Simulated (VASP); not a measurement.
GaSb in VASP 6.6.1, single-point calculation

INCAR

```
LREAL = .FALSE.
NBANDS = 16
MAGMOM = 3 -3
IBRION = -1
ISIF = 2
ISMEAR = -1
LASPH = .TRUE.
NELM = 120
EDIFF = 1E-7
NSW = 0
ISPIN = 2
ENCUT = 520
GGA = PE
LCHARG = .FALSE.
PREC = Accurate
LWAVE = .FALSE.
SIGMA = 0.02
```

KPOINTS

```
KPOINTS created by Atomic Simulation Environment
0
Monkhorst-Pack
8 8 8
0 0 0
```

POSCAR

```
Ga Sb
 1.0000000000000000
     0.0000000000000000    3.0508559941000000    3.0778970451999998
     3.0508559941000000    0.0000000000000000    3.0778970451999998
     3.0508559941000000    3.0508559941000000    0.0000000000000000
 Ga  Sb
   1   1
Cartesian
  0.0000000000000000  0.0000000000000000  0.0000000000000000
  1.5254279970499998  1.5254279970499998  1.5389485225999999
```

The recommended PBE PAW datasets give the neutral cell 18 valence electrons.

Command

```
mpirun -np 1 vasp_std
```

Question: Predict the outcome of this run.

Answer: It converged. Results: pressure 2.4 GPa; magnetic moment of the cell 0.00 μB.

OSZICAR

```
N       E                     dE             d eps       ncg     rms          rms(c)
DAV:   1     0.852834183519E+02    0.85283E+02   -0.85989E+03  9304   0.139E+03
DAV:   2     0.141915143614E+01   -0.83864E+02   -0.80638E+02 10984   0.300E+02
DAV:   3    -0.489126402743E+01   -0.63104E+01   -0.62923E+01 10896   0.650E+01
DAV:   4    -0.500386701598E+01   -0.11260E+00   -0.11259E+00 11768   0.970E+00
DAV:   5    -0.500643193417E+01   -0.25649E-02   -0.25649E-02 11832   0.129E+00    0.191E+01
DAV:   6    -0.702540808986E+01   -0.20190E+01   -0.13418E+00 13256   0.195E+01    0.755E+00
DAV:   7    -0.735322251885E+01   -0.32781E+00   -0.40123E-01 11232   0.739E+00    0.145E+00
DAV:   8    -0.735176810514E+01    0.14544E-02   -0.42765E-02 11016   0.129E+00    0.749E-01
DAV:   9    -0.735329832173E+01   -0.15302E-02   -0.93563E-03 11968   0.680E-01    0.320E-01
DAV:  10    -0.735349380513E+01   -0.19548E-03   -0.11378E-03 11168   0.263E-01    0.680E-02
DAV:  11    -0.735366659191E+01   -0.17279E-03   -0.19822E-04 11344   0.916E-02    0.300E-02
DAV:  12    -0.735375912117E+01   -0.92529E-04   -0.60030E-05 10736   0.496E-02    0.140E-02
DAV:  13    -0.735378238130E+01   -0.23260E-04   -0.32189E-05 11384   0.382E-02    0.684E-03
DAV:  14    -0.735378486752E+01   -0.24862E-05   -0.43878E-06 10768   0.183E-02    0.313E-03
DAV:  15    -0.735378524247E+01   -0.37496E-06   -0.37892E-07 11912   0.476E-03    0.107E-03
DAV:  16    -0.735378536169E+01   -0.11921E-06   -0.77346E-08  9480   0.201E-03    0.369E-04
DAV:  17    -0.735378539309E+01   -0.31404E-07   -0.10252E-08  6768   0.793E-04
   1 F= -.73537854E+01 E0= -.73537854E+01  d E =-.258210E-07  mag=     0.0000
```

The shifted mesh misses Γ, so a band edge there is missed.

For comparison, a separate PBE run of the intended cell, on usual settings and not on those above, gives a gap of 0.01 eV on its mesh and a pressure of 2.4 GPa.
